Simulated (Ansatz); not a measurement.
# Bi2Te3: the cost of one run

Program: Ansatz 0.2.0. Level of theory: DFT PBE, scalar-relativistic. These are calculated values, not measurements.

## Step 1: The starting structure

It takes space group R3m (No. 160, trigonal). The conventional cell has a = 4.417 Å, b = 4.417 Å, c = 29.840 Å, α = 90.00°, β = 90.00°, γ = 120.00°. Bi (site symmetry 3m) is surrounded by 3 Te at 3.03 Å and 3 Bi at 3.43 Å. Bi (site symmetry 3m) is surrounded by 3 Te at 3.27 Å and 3 Bi at 3.43 Å. Around Te (site symmetry 3m) lie 6 Te at 3.04 to 3.45 Å. Around Te (site symmetry 3m) lie 3 Bi at 3.03 Å and 3 Te at 3.45 Å. Te (site symmetry 3m) has 3 Te at 3.04 Å and 3 Bi at 3.27 Å as nearest neighbours.

Structure file:

```
Bi Te
1.0
     2.20850    1.27508    9.94667
    -2.20850    1.27508    9.94667
     0.00000   -2.55016    9.94667
Bi Te
2 3
Cartesian
  0.0000 0.0000 24.2301
  0.0000 0.0000 11.9957
  0.0000 0.0000 18.2322
  0.0000 0.0000 5.9680
  0.0000 0.0000 0.0000
```

Atoms are numbered in the order of the input: Bi1, Bi2, Te3, Te4, Te5.

## Step 2: Volume × 0.96, LAPW

The input, input.yaml:

```yaml
crystal:
  lattice:
    - [2.1786529834, 1.2578458864, 9.8122390614]
    - [-2.1786529834, 1.2578458864, 9.8122390614]
    - [0.0, -2.5156917729, 9.8122390614]
  atoms:
    - { symbol: Bi, position: [0.812, 0.812, 0.812] }
    - { symbol: Bi, position: [0.402, 0.402, 0.402] }
    - { symbol: Te, position: [0.611, 0.611, 0.611] }
    - { symbol: Te, position: [0.2, 0.2, 0.2] }
    - { symbol: Te, position: [0.0, 0.0, 0.0] }
kpoints:
  mp_grid: { grid: [8, 8, 8] }
  band_path:
    path:
      - [0.0, 0.0, 0.0]
      - [0.5, 0.5, 0.5]
      - [0.8223779553, 0.1776220447, 0.5]
      - [0.5, -0.1776220447, 0.1776220447]
      - [0.5, 0.0, 0.0]
      - [0.0, 0.0, 0.0]
      - [0.3388110223, -0.3388110223, 0.0]
      - [0.6611889777, 0.0, 0.3388110223]
      - [0.5, 0.0, 0.5]
    npoints: 5
scf:
  occupations: { method: fermi_dirac, width: 0.08 }
hamiltonian:
  xc: pbe
  pseudopotentials: { kind: all_electron, lapw: { basis_error: 0.001 } }
output:
  forces: true
  stress: true
  eigenvalues: true
```

On the command line:

```sh
$ ansatz run input.yaml --threads 2 --pin off --max-ram 6144MiB --backend cpu --events-out ev --progress --plain --runs-dir out
```

What time and memory should one allow on 2 threads of Arm Neoverse V2, shared host?

About 3.3 min, with a peak of 1.1 GiB.
